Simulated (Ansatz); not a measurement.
Input, command and steps of an Ansatz relaxation.

```yaml
crystal:
  lattice:
    - [4.7336675267, 0.0, 0.0]
    - [0.0, 4.7336675267, 0.0]
    - [0.0, 0.0, 4.7336675267]
  atoms:
    - { symbol: Al, position: [0.0, 0.5, 0.25] }
    - { symbol: Al, position: [0.0, 0.5, 0.75] }
    - { symbol: Al, position: [0.25, 0.0, 0.5] }
    - { symbol: Al, position: [0.75, 0.0, 0.5] }
    - { symbol: Al, position: [0.5, 0.75, 0.0] }
    - { symbol: Al, position: [0.5, 0.25, 0.0] }
    - { symbol: H, position: [0.0, 0.0, 0.0] }
    - { symbol: H, position: [0.5, 0.5, 0.5] }
basis:
  ecutwfc: 420
kpoints:
  mp_grid: { grid: [4, 4, 4] }
hamiltonian:
  xc: pbe
scf:
  occupations: { method: gaussian, width: 0.1 }
  lower_state_search: "off"
output:
  forces: true
  stress: true
  eigenvalues: true
relax:
  adjacent_minimum: "off"
  f_tol: 0.04
  max_steps: 70
  cell: { stress_tol: 0.4 }
```

```bash
ansatz run input.yaml --threads 1 --pin off --max-ram 2560MiB --backend cpu --events-out ev --progress --plain --runs-dir out
```

All numbers below come from Ansatz 0.2.0, DFT PBE, scalar-relativistic, plane waves, PAW.

Of 6 frames 5 are shown, positions in Å and forces in eV/Å; the SCF threshold varies from step to step. Steps run on the plane waves of an earlier cell, with a Pulay correction in the pressure. The basis is chosen afresh for the last frame, the zero of the energies, and at times for earlier ones too; energy and pressure step there, also at an unchanged geometry.

```xyz
8
Lattice="4.7337 0.0000 0.0000 0.0000 4.7337 0.0000 0.0000 0.0000 4.7337" Properties=species:S:1:pos:R:3:forces:R:3 pbc="T T T" step=1 free_energy_over_end_meV_per_atom=54.26 pressure_GPa=10.30
Al    0.0000    2.3668    1.1834    0.0000    0.0000    0.0000
Al    0.0000    2.3668    3.5503    0.0000    0.0000    0.0000
Al    1.1834    0.0000    2.3668    0.0000    0.0000    0.0000
Al    3.5503    0.0000    2.3668    0.0000    0.0000    0.0000
Al    2.3668    3.5503    0.0000    0.0000    0.0000    0.0000
Al    2.3668    1.1834    0.0000    0.0000    0.0000    0.0000
H     0.0000    0.0000    0.0000    0.0000    0.0000    0.0000
H     2.3668    2.3668    2.3668    0.0000    0.0000    0.0000
8
Lattice="4.8963 0.0000 0.0000 0.0000 4.8963 0.0000 0.0000 0.0000 4.8963" Properties=species:S:1:pos:R:3:forces:R:3 pbc="T T T" step=2 free_energy_over_end_meV_per_atom=4.07 pressure_GPa=1.96
Al    0.0000    2.4481    1.2241    0.0000    0.0000    0.0000
Al    0.0000    2.4481    3.6722    0.0000    0.0000    0.0000
Al    1.2241    0.0000    2.4481    0.0000    0.0000    0.0000
Al    3.6722    0.0000    2.4481    0.0000    0.0000    0.0000
Al    2.4481    3.6722    0.0000    0.0000    0.0000    0.0000
Al    2.4481    1.2241    0.0000    0.0000    0.0000    0.0000
H     0.0000    0.0000    0.0000    0.0000    0.0000    0.0000
H     2.4481    2.4481    2.4481    0.0000    0.0000    0.0000
8
Lattice="4.9377 0.0000 0.0000 0.0000 4.9377 0.0000 0.0000 0.0000 4.9377" Properties=species:S:1:pos:R:3:forces:R:3 pbc="T T T" step=3 free_energy_over_end_meV_per_atom=1.56 pressure_GPa=0.37
Al    0.0000    2.4689    1.2344    0.0000    0.0000    0.0000
Al    0.0000    2.4689    3.7033    0.0000    0.0000    0.0000
Al    1.2344    0.0000    2.4689    0.0000    0.0000    0.0000
Al    3.7033    0.0000    2.4689    0.0000    0.0000    0.0000
Al    2.4689    3.7033    0.0000    0.0000    0.0000    0.0000
Al    2.4689    1.2344    0.0000    0.0000    0.0000    0.0000
H     0.0000    0.0000    0.0000    0.0000    0.0000    0.0000
H     2.4689    2.4689    2.4689    0.0000    0.0000    0.0000
8
Lattice="4.9377 0.0000 0.0000 0.0000 4.9377 0.0000 0.0000 0.0000 4.9377" Properties=species:S:1:pos:R:3:forces:R:3 pbc="T T T" step=4 free_energy_over_end_meV_per_atom=0.17 pressure_GPa=0.47
Al    0.0000    2.4689    1.2344    0.0000    0.0000    0.0000
Al    0.0000    2.4689    3.7033    0.0000    0.0000    0.0000
Al    1.2344    0.0000    2.4689    0.0000    0.0000    0.0000
Al    3.7033    0.0000    2.4689    0.0000    0.0000    0.0000
Al    2.4689    3.7033    0.0000    0.0000    0.0000    0.0000
Al    2.4689    1.2344    0.0000    0.0000    0.0000    0.0000
H     0.0000    0.0000    0.0000    0.0000    0.0000    0.0000
H     2.4689    2.4689    2.4689    0.0000    0.0000    0.0000
8
Lattice="4.9510 0.0000 0.0000 0.0000 4.9510 0.0000 0.0000 0.0000 4.9510" Properties=species:S:1:pos:R:3:forces:R:3 pbc="T T T" step=6 free_energy_over_end_meV_per_atom=0.00 pressure_GPa=0.02
Al    0.0000    2.4755    1.2378    0.0000    0.0000    0.0000
Al    0.0000    2.4755    3.7133    0.0000    0.0000    0.0000
Al    1.2378    0.0000    2.4755    0.0000    0.0000    0.0000
Al    3.7133    0.0000    2.4755    0.0000    0.0000    0.0000
Al    2.4755    3.7133    0.0000    0.0000    0.0000    0.0000
Al    2.4755    1.2378    0.0000    0.0000    0.0000    0.0000
H     0.0000    0.0000    0.0000    0.0000    0.0000    0.0000
H     2.4755    2.4755    2.4755    0.0000    0.0000    0.0000
```

The start puts this composition into another compound's structure type, which needn't suit it. At the end the space group is Pm-3n (tolerance 0.05 Å).

The run took 5.7 s on 1 thread of AMD EPYC 7B13 (Zen 3), on a shared host, peak memory 0.4 GiB.

The k mesh is coarse.